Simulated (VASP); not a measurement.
Method: PBE GGA, VASP's PBE PAW potentials (set 64) (plane waves; VASP 6.6.1). Each cell was relaxed at this level, without spin-orbit coupling.

**Question.** Which of these comes out without a gap?
A) CsCl, Pm-3m (221)
B) MoSe2, P6_3/mmc (194)
C) Ge, Fd-3m (227)
D) BP, F-43m (216)

**Answer.** C, Ge, Fd-3m (227). The others have gaps of 1.18 eV (MoSe2, P6_3/mmc (194)), 4.99 eV (CsCl, Pm-3m (221)), 1.25 eV (BP, F-43m (216)).
